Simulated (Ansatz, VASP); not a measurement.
**Two plane-wave programs on C**

File INCAR:

```
SYSTEM = C
PREC     = Accurate       ! precision mode
ENCUT    = 520            ! plane-wave cutoff, eV
EDIFF    = 1E-7           ! SCF threshold, eV
ISMEAR   = 0              ! smearing method
SIGMA    = 0.1            ! smearing width, eV
LREAL    = .FALSE.        ! projectors in reciprocal space
LASPH    = .TRUE.         ! aspherical terms in the spheres
NELM     = 60             ! most SCF steps
ALGO     = Normal         ! electronic algorithm
ISIF     = 2              ! what is computed and relaxed
LWAVE    = .FALSE.        ! write WAVECAR
LCHARG   = .FALSE.        ! write CHGCAR
GGA      = PE             ! functional
NBANDS   = 13             ! bands
```

The input KPOINTS:

```
Automatic mesh
0
G
  8 8 8
  0 0 0
```

File POSCAR:

```
C
1.0
    1.2600109800     -2.9112741200      0.0000000000
    1.2600109800      2.9112741200      0.0000000000
    0.0000000000      0.0000000000      2.2325406700
C
3
Direct
    0.6780484600      0.3219515400      0.5000000000
    0.3219515400      0.6780484600      0.5000000000
    0.5000000000      0.5000000000      0.0000000000
```

Input for Ansatz:

```yaml
crystal:
  lattice:
    - [1.26001098, -2.91127412, 0.0]
    - [1.26001098, 2.91127412, 0.0]
    - [0.0, 0.0, 2.23254067]
  atoms:
    - { symbol: C, position: [0.67804846, 0.32195154, 0.5] }
    - { symbol: C, position: [0.32195154, 0.67804846, 0.5] }
    - { symbol: C, position: [0.5, 0.5, 0.0] }
basis:
  ecutwfc: 420
kpoints:
  mp_grid: { grid: [8, 8, 8] }
hamiltonian:
  xc: pbe
scf:
  occupations: { method: gaussian, width: 0.1 }
  lower_state_search: "off"
output:
  forces: true
  stress: true
  eigenvalues: true
```

Alike in both runs: task single point; functional PBE; k mesh 8 × 8 × 8; occupations gaussian, width 0.1 eV; no spin polarisation.

|  | VASP | Ansatz |
| --- | --- | --- |
| version | VASP 6.6.1 | Ansatz 0.2.0 |
| potentials or method | VASP PAW PBE potentials, release 64 (C) | scalar-relativistic, plane waves, PAW |
| plane-wave cutoff (eV) | 520 | 420 |
| valence electrons in the cell | 12 | 12 |

```csv
,VASP,Ansatz,Ansatz less VASP
gap on the k mesh at the Fermi level (eV),none,none,-
rms of the force components (eV/Å),0.364,0.361,-0.0035
```

Atom by atom the forces differ by 0.003 eV/Å (rms over components). A gap of «none» marks a metal or a gap that the smearing closes.
